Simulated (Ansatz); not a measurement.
Predict the output of the script below (the Ansatz DFT code, driven from Python).

Script `tlcl_mass.py`:
```python
# -*- coding: utf-8 -*-
"""Effective masses of TlCl by finite differences."""

import warnings

import ansatz as az
import numpy as np
from pymatgen.core import Lattice, Structure
from pymatgen.io.ase import AseAtomsAdaptor


def main():
    warnings.simplefilter("ignore", az.DeckWarning)

    pmg_structure = Structure(
        Lattice([(3.834, 0.0, 0.0), (0.0, 3.834, 0.0), (0.0, 0.0, 3.834)]),
        ["Tl", "Cl"],
        [
            (0.0, 0.0, 0.0),
            (0.5, 0.5, 0.5),
        ],
    )
    structure = az.Crystal.from_ase(AseAtomsAdaptor.get_atoms(pmg_structure))

    calc = (
        structure.calculation()
        .functional(az.Functional.R2SCAN, dispersion="D4")
        .kpoints(4, 4, 4)
        .basis(500)
        .occupations("fixed")
    )
    # step 1: where the edges lie on the mesh
    result = calc.band_table().run(threads=1, backend="cpu")
    rep = result.report
    levels = np.array(rep["eigenvalues_ev"])
    filled = round(rep["n_electrons"] / 2)
    edges = {"top filled band": (filled - 1, levels[:, filled - 1].argmax()), "lowest empty band": (filled, levels[:, filled].argmin())}
    gap = levels[:, filled].min() - levels[:, filled - 1].max()
    print(f"gap on the mesh {gap:.3f} eV")
    if gap <= 0.05:
        print("no gap: band-edge masses have no meaning here")
        edges = {}
    reciprocal = 2 * np.pi * np.linalg.inv(result.lattice.cell_ang).T
    step = 0.02  # 1/A

    # m/m_e = (hbar^2/m_e) / (d2E/dk2), with hbar^2/m_e = 7.61996 eV A^2
    pairs = [(0, 1), (0, 2), (1, 2)]
    moves = [sign * axis for axis in np.eye(3) for sign in (-1, 1)]
    moves += [s1 * np.eye(3)[i] + s2 * np.eye(3)[j] for i, j in pairs for s1 in (1, -1) for s2 in (1, -1)]
    for name, (band, index) in edges.items():
        together = int(np.sum(np.abs(levels[index] - levels[index, band]) < 2e-3))
        print(name, "at k =", np.round(rep["kpoints_frac"][index], 4), f"E = {levels[index, band]:.4f} eV, degeneracy {together}")
        centre = np.array(rep["kpoints_frac"][index]) @ reciprocal
        points = [centre] + [centre + step * move for move in moves]
        table = calc.band_structure(points, intervals=1, cartesian=True).run(threads=1, backend="cpu").band_structure().channels[0].eigenvalues_ev
        if together > 1:
            level = np.flatnonzero(np.abs(levels[index] - levels[index, band]) < 2e-3)
            along = (table[1, level] + table[2, level] - 2 * table[0, level]) / step ** 2
            print("  degenerate level, no single mass tensor; masses of its branches along x:", np.round(7.61996 / along, 3), "m_e")
            continue
        e = table[:, band]
        hessian = np.diag((e[1:7:2] + e[2:7:2] - 2 * e[0]) / step ** 2)
        for (i, j), (pp, pm, mp, mm) in zip(pairs, e[7:].reshape(3, 4)):
            hessian[i, j] = hessian[j, i] = (pp - pm - mp + mm) / (4 * step ** 2)
        curvatures, axes = np.linalg.eigh(hessian)
        slope = (e[2:7:2] - e[1:7:2]) / (2 * step)
        print("  slope (eV A):", np.round(slope, 3) + 0.0, "" if np.abs(slope).max() < 0.05 else "- no extremum here, so these are local curvatures and no band-edge masses")
        for curvature, axis in zip(curvatures, axes.T):
            print(f"  principal mass {7.61996 / curvature:8.3f} m_e along", np.round(axis, 2) + 0.0)


if __name__ == "__main__":
    main()
```

```console
$ python tlcl_mass.py
gap on the mesh 2.496 eV
top filled band at k = [ 0.   0.  -0.5] E = 4.9261 eV, degeneracy 1
  slope (eV A): [0. 0. 0.]
  principal mass   -0.290 m_e along [0. 0. 1.]
  principal mass   -0.593 m_e along [-0.26  0.97  0.  ]
  principal mass   -0.593 m_e along [0.97 0.26 0.  ]
lowest empty band at k = [ 0.   0.  -0.5] E = 7.4218 eV, degeneracy 1
  slope (eV A): [0. 0. 0.]
  principal mass    0.312 m_e along [0.94 0.33 0.  ]
  principal mass    0.312 m_e along [-0.33  0.94  0.  ]
  principal mass    0.176 m_e along [0. 0. 1.]
```

Reading the output:
- Spin-orbit coupling, left out here, can change this gap by several tenths of an eV, and inverted bands can meet off the mesh.
- Of the deposited cell: the entry's cell lengths or inner coordinates differ somewhat from later room-temperature determinations.
- The starting cell is as deposited in a crystallographic database; the results hold for this polymorph, which needn't be the stable one.
- Gaps and levels are Kohn-Sham values on a finite set of k-points, without spin-orbit coupling.
- The masses are finite-difference curvatures at extrema found on a coarse mesh, which needn't be the true band edges; a step that is long against the gap makes them too heavy. Negative values are curvatures of valence bands (the hole mass is their size). Spin-orbit coupling is left out, and light masses scale with the Kohn-Sham gap.
- Timing: 5.7 s on 1 thread of Arm Neoverse V2, on a shared host, peak memory 0.49 GiB.

(A comment or docstring line of the script was reworded after the run, the code is as it ran; lines on the test bed's own set-up are left out of the output.)
